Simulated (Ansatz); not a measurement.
Set up this calculation in Ansatz 0.2.0, as the native input.

| Property | Result |
| --- | --- |
| Task | single point |
| Functional | PBE |
| Potentials or basis | Ansatz PAW |
| Cutoff | 420 eV (not typed: the program's choice for these potentials) |
| k mesh | 9 × 9 × 1 |
| Occupations | fermi-dirac, width 0.05 eV |
| Spin | no spin polarisation |
| Boundary along the surface normal | dipole_correction |
| Miller | 1 × 1 × 1 |
| Bulk formula | BeSe |

BeSe, a slab with vacuum:

```
Se Be
1.0
     3.58503    0.00000    0.00000
    -1.79252    3.10473    0.00000
     0.00000    0.00000   24.51329
Se Be
4 4
Direct
  0.00000 0.00000 0.30596
  0.33333 0.66667 0.42537
  0.66667 0.33333 0.54478
  0.00000 0.00000 0.66419
  0.33333 0.66667 0.33581
  0.66667 0.33333 0.45522
  0.00000 0.00000 0.57463
  0.33333 0.66667 0.69404
```

The cell isn't the ideal one: the (1 1 1) slab of BeSe, cut from the database cell, not relaxed.

The input as run:

input.yaml

```yaml
crystal:
  lattice:
    - [3.5850313806, 0.0, 0.0]
    - [-1.7925156903, 3.104728249, 0.0]
    - [0.0, 0.0, 24.5132890606]
  atoms:
    - { symbol: Se, position: [0.0, 0.0, 0.3059564949] }
    - { symbol: Be, position: [0.3333333333, 0.6666666667, 0.3358093419] }
    - { symbol: Se, position: [0.3333333333, 0.6666666667, 0.4253678827] }
    - { symbol: Be, position: [0.6666666667, 0.3333333333, 0.4552207296] }
    - { symbol: Se, position: [0.6666666667, 0.3333333333, 0.5447792704] }
    - { symbol: Be, position: [0.0, 0.0, 0.5746321173] }
    - { symbol: Se, position: [0.0, 0.0, 0.6641906581] }
    - { symbol: Be, position: [0.3333333333, 0.6666666667, 0.6940435051] }
hamiltonian:
  xc: pbe
  pseudopotentials: { kind: paw }
kpoints:
  mp_grid: { grid: [9, 9, 1] }
scf:
  occupations: { method: fermi_dirac, width: 0.05 }
output:
  forces: true
  eigenvalues: true
efield:
  axis: 3
  dipole_correction: true
  ramp_width: 0.04
```

Potentials or basis: Ansatz PAW.

Launch:

```console
$ ansatz run input.yaml --threads 4 --pin off --max-ram 11264MiB --backend cpu --events-out ev --progress --plain --runs-dir out
```

Results of the run:

```
Largest force                   : 1.406 eV/Å
Band gap on the k mesh          : none (metal or under the smearing width)
Work function of the upper face : 3.07 eV
Work function of the lower face : 6.79 eV
Dipole across the slab          : 0.229 e·Å
```

Wall time 4.6 s on 4 threads of Arm Neoverse V1, on a shared host, peak memory 0.6 GiB.
